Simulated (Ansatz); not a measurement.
Ca:

```xyz
2
Lattice="3.9800 0.0000 0.0000 -1.9900 3.4468 0.0000 0.0000 0.0000 6.5200" Properties=species:S:1:pos:R:3 pbc="T T T"
Ca    1.9900    1.1489    4.8900
Ca    0.0000    2.2979    1.6300
```

This isn't the form of Ca at room conditions, which is fcc.

| Property | Result |
| --- | --- |
| Program | Ansatz 0.2.0 |
| Task | single point |
| Functional | PBE |
| Potentials or basis | all-electron LAPW, scalar-relativistic |
| Cutoff | 77 eV (chosen from the basis error) |
| Basis error allowed | 0.001 eV/atom |
| k mesh | 8 × 8 × 4 |
| Occupations | fermi-dirac, width 0.05 eV |
| Spin | no spin polarisation |

On this cell: pressure -0.8 GPa; largest force under 0.003 eV/Å; band gap on the k mesh none (metal or under the smearing width).

The same run follows on a disturbed copy (atoms moved at random, drawn with an rms of 0.05 Å):

```
Ca
1.0
     3.98000    0.00000    0.00000
    -1.99000    3.44678    0.00000
     0.00000    0.00000    6.52000
Ca
2
Direct
  0.67210 0.33832 0.75526
  0.33342 0.67190 0.24816
```

Q: What does the disturbed cell give?

A: The energy (extrapolated to zero smearing) moves by +0.8 meV/atom; pressure -0.8 GPa; largest force 0.063 eV/Å; band gap on the k mesh none (metal or under the smearing width).

Forces in eV/Å, atoms in the order of the input:
```
Ca  -0.008  0.000 -0.063
Ca   0.008  0.000  0.063
```

Stress tensor (GPa, compression positive):
```
-0.92  0.03  0.00
 0.03 -0.92  0.00
 0.00  0.00 -0.66
```

Caveats: the cell was measured hot, at 723 K.
